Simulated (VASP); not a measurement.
# VASP 6.6.1, PBE single-point calculation, La2O3 (strained database structure)

INCAR

```
PREC = Accurate
ISIF = 2
LWAVE = .FALSE.
LCHARG = .FALSE.
ISMEAR = -1
LREAL = .FALSE.
GGA = PE
IBRION = -1
NBANDS = 28
ENCUT = 520
SIGMA = 0.02
LASPH = .TRUE.
NSW = 0
EDIFF = 1E-7
NELM = 120
```

KPOINTS

```
KPOINTS created by Atomic Simulation Environment
0
Gamma
12 12 4
0 0 0
```

KPOINTS_OPT

```
special points
7
Reciprocal
0.0000000000 0.0000000000 0.0000000000 1
0.5000000000 0.0000000000 0.0000000000 1
0.3333333333 0.3333333333 0.0000000000 1
0.0000000000 0.0000000000 0.5000000000 1
0.5000000000 0.0000000000 0.5000000000 1
0.3333333333 0.3333333333 0.5000000000 1
0.0000000000 0.5000000000 0.5000000000 1
```

POSCAR

```
La O
 1.0000000000000000
     4.0138035754016119    0.0000000000000000    0.0000000000000000
    -2.0069017877008060    3.4760558620986042    0.0000000000000000
     0.0000000000000000    0.0000000000000000    5.9677428257000003
 La  O
   2   3
Cartesian
  2.0069017877008060  1.1586852873662012  4.5042104712716000
  0.0000000000000000  2.3173705747324025  1.4635323544284007
  2.0069017877008060  1.1586852873662012  2.0925975774800913
  0.0000000000000000  2.3173705747324025  3.8751452482199089
 -0.0000000000000000  0.0000000000000000  0.0000000000000000
```

VASP ran with the recommended PBE PAW datasets (40 valence electrons in the cell).

Command

```
mpirun -np 1 vasp_std
```

From OUTCAR

```
k-points           NKPTS =     69   k-points in BZ     NKDIM =     69   number of bands    NBANDS=     28

   NELECT =      40.0000    total number of electrons

   dimension x,y,z NGX =    30 NGY =   30 NGZ =   48
   dimension x,y,z NGXF=    60 NGYF=   60 NGZF=   96

  energy-cutoff  :      520.00
  volume of cell :       83.26
      direct lattice vectors                 reciprocal lattice vectors
     4.013803575  0.000000000  0.000000000     0.249140243  0.143841187  0.000000000
    -2.006901788  3.476055862  0.000000000     0.000000000  0.287682373  0.000000000
     0.000000000  0.000000000  5.967742826     0.000000000  0.000000000  0.167567543

 k-points in reciprocal lattice and weights: KPOINTS created by Atomic Simulation Env
   0.00000000  0.00000000  0.00000000       0.002
   0.08333333 -0.00000000  0.00000000       0.010
   0.16666667  0.00000000  0.00000000       0.010
   0.25000000  0.00000000  0.00000000       0.010
   0.33333333 -0.00000000  0.00000000       0.010
   0.41666667  0.00000000  0.00000000       0.010
   0.50000000  0.00000000  0.00000000       0.005
   0.08333333  0.08333333  0.00000000       0.010
   ...

 E-fermi :   6.2912

 k-point     1 :       0.0000    0.0000    0.0000
  band No.  band energies     occupation
      1     -24.1180      2.00000
      2     -23.8627      2.00000
      3     -11.0571      2.00000
      4      -9.8813      2.00000
      5      -9.3587      2.00000
      6      -7.6284      2.00000
      7      -7.6284      2.00000
      8      -7.3634      2.00000
      9      -7.3634      2.00000
     10      -7.2522      2.00000
     11      -6.5893      2.00000
     12       3.4763      2.00000
     13       3.4763      2.00000
     14       3.6976      2.00000
     15       3.6976      2.00000
     16       3.9553      2.00000
     17       4.2577      2.00000
     18       5.4837      2.00000
     19       5.4837      2.00000
     20       5.7154      2.00000
     21      10.0600      0.00000
     22      10.1821      0.00000
     23      10.1821      0.00000
     24      10.9439      0.00000
     25      11.0320      0.00000
     26      11.0321      0.00000
     27      11.0748      0.00000
     28      11.2595      0.00000

 k-point     2 :       0.0833   -0.0000    0.0000
  band No.  band energies     occupation
      1     -24.1076      2.00000
      2     -23.8598      2.00000
      3     -11.0551      2.00000
      4     -10.0044      2.00000
      5      -9.4579      2.00000
      6      -7.6544      2.00000
      7      -7.5287      2.00000
      8      -7.3685      2.00000
      9      -7.2732      2.00000
     10      -7.2614      2.00000
     11      -6.5925      2.00000
     12       3.5490      2.00000
     13       3.5512      2.00000
     14       3.5816      2.00000
     15       3.7368      2.00000
     16       3.9759      2.00000
     17       4.4499      2.00000
     18       5.3825      2.00000
     19       5.4742      2.00000
     20       5.6955      2.00000
     21      10.1454      0.00000
     22      10.2077      0.00000
     23      10.2338      0.00000
     24      10.9302      0.00000
     25      11.0017      0.00000
     26      11.0187      0.00000
     27      11.1173      0.00000
     28      11.2551      0.00000

 k-point     3 :       0.1667    0.0000    0.0000
  band No.  band energies     occupation
      1     -24.0784      2.00000
      2     -23.8525      2.00000
      3     -11.0659      2.00000
      4     -10.2989      2.00000
      5      -9.6430      2.00000
      6      -7.7208      2.00000
      7      -7.4166      2.00000
      8      -7.3859      2.00000
      9      -7.2346      2.00000
     10      -7.1256      2.00000
     11      -6.5066      2.00000
     12       3.4342      2.00000
     13       3.7124      2.00000
     14       3.7975      2.00000
     15       3.8775      2.00000
     16       4.0350      2.00000
     17       4.7367      2.00000
     18       5.1399      2.00000
     19       5.4591      2.00000
     20       5.6776      2.00000
     21      10.1603      0.00000
     22      10.3062      0.00000
     23      10.3694      0.00000
     24      10.9349      0.00000
     25      10.9844      0.00000
     26      10.9942      0.00000
     27      11.1646      0.00000
     28      11.2196      0.00000

 k-point     4 :       0.2500    0.0000    0.0000
  band No.  band energies     occupation
      1     -24.0359      2.00000
      2     -23.8447      2.00000
      3     -11.1219      2.00000
      4     -10.6450      2.00000
      5      -9.7399      2.00000
      6      -7.8042      2.00000
      7      -7.5613      2.00000
      8      -7.4149      2.00000
      9      -7.2837      2.00000
     10      -6.8084      2.00000
     11      -6.2944      2.00000
     12       3.4232      2.00000
     13       3.8226      2.00000
     14       4.0610      2.00000
     15       4.1432      2.00000
     16       4.1836      2.00000
     17       4.9027      2.00000
     18       4.9418      2.00000
     19       5.4605      2.00000
     20       5.6796      2.00000
     21      10.0056      0.00000
     22      10.3843      0.00000
     23      10.5425      0.00000
     24      10.9414      0.00000
     25      10.9489      0.00000
     26      11.0198      0.00000
     27      11.1316      0.00000
     28      11.1892      0.00000

 k-point     5 :       0.3333   -0.0000    0.0000
  band No.  band energies     occupation
      1     -23.9888      2.00000
      2     -23.8410      2.00000
      3     -11.2161      2.00000
      4     -10.9553      2.00000
      5      -9.6948      2.00000
      6      -7.8817      2.00000
      7      -7.8226      2.00000
      8      -7.4473      2.00000
      9      -7.3487      2.00000
     10      -6.4789      2.00000
     11      -6.1049      2.00000
     12       3.5157      2.00000
     13       3.8747      2.00000
     14       4.0821      2.00000
     15       4.3643      2.00000
     16       4.5672      2.00000
     17       4.9513      2.00000
     18       4.9914      2.00000
     19       5.4696      2.00000
     20       5.6508      2.00000
     21       9.8268      0.00000
     22      10.4183      0.00000
     23      10.7049      0.00000
     24      10.9018      0.00000
     25      10.9324      0.00000
     26      11.0351      0.00000
     27      11.0951      0.00000
     28      11.1341      0.00000

 k-point     6 :       0.4167    0.0000    0.0000
  band No.  band energies     occupation
      1     -23.9483      2.00000
      2     -23.8439      2.00000
      3     -11.2911      2.00000
      4     -11.1757      2.00000
      5      -9.5760      2.00000
      6      -8.0754      2.00000
      7      -7.9356      2.00000
      8      -7.4724      2.00000
      9      -7.3908      2.00000
     10      -6.2218      2.00000
     11      -6.0153      2.00000
     12       3.6390      2.00000
     13       3.8918      2.00000
     14       3.9983      2.00000
     15       4.5379      2.00000
     16       4.9253      2.00000
     17       4.9773      2.00000
     18       5.1500      2.00000
     19       5.4380      2.00000
     20       5.6002      2.00000
     21       9.6998      0.00000
     22      10.4270      0.00000
     23      10.8196      0.00000
     24      10.8800      0.00000
     25      10.8886      0.00000
     26      11.0440      0.00000
     27      11.0461      0.00000
     28      11.0784      0.00000

 k-point     7 :       0.5000    0.0000    0.0000
  band No.  band energies     occupation
      1     -23.9305      2.00000
      2     -23.8478      2.00000
      3     -11.3012      2.00000
      4     -11.2725      2.00000
      5      -9.5094      2.00000
      6      -8.1865      2.00000
      7      -7.9548      2.00000
      8      -7.4818      2.00000
      9      -7.4054      2.00000
     10      -6.0966      2.00000
     11      -6.0202      2.00000
     12       3.7007      2.00000
     13       3.8945      2.00000
     14       3.9516      2.00000
     15       4.6042      2.00000
     16       5.0276      2.00000
     17       5.1170      2.00000
     18       5.1542      2.00000
     19       5.3733      2.00000
     20       5.6060      2.00000
     21       9.6512      0.00000
     22      10.4273      0.00000
     23      10.8442      0.00000
     24      10.8656      0.00000
     25      10.9008      0.00000
     26      11.0053      0.00000
     27      11.0489      0.00000
     28      11.0692      0.00000

 ...

  Total       -1.6267612     -1.6267612      0.6523234      0.0000000     -0.0000000     -0.0000000
  in kB      -31.3026738    -31.3026738     12.5522209      0.0000000     -0.0000000     -0.0000000
  external PRESSURE =     -16.6843755 kB  Pullay stress =       0.0000000 kB

 POSITION                                       TOTAL-FORCE (eV/Angst)
 -----------------------------------------------------------------------------------
      2.00690      1.15869      4.50421        -0.000000     -0.000000     -0.048211
      0.00000      2.31737      1.46353         0.000000      0.000000      0.048211
      2.00690      1.15869      2.09260         0.000000     -0.000000     -0.003629
      0.00000      2.31737      3.87515        -0.000000     -0.000000      0.003629
      0.00000      0.00000      0.00000        -0.000000      0.000000      0.000000
 -----------------------------------------------------------------------------------
    total drift:                               -0.000000      0.000000     -0.000000

  FREE ENERGIE OF THE ION-ELECTRON SYSTEM (eV)
  ---------------------------------------------------
  free  energy   TOTEN  =       -41.7806242444 eV

  energy  without entropy=      -41.7806242444  energy(sigma->0) =      -41.78062424
```

The gap between bands v and c is 3.66 eV, the least direct gap is 3.98 eV and the pressure is -1.7 GPa. The largest force is 0.05 eV/Å.

Band v is the last that the valence electrons fill when counted band by band, and c is the next.

The run took about 3.7 min on one core of a shared host (Intel Xeon Platinum 8488C) and held 0.36 GiB at most.
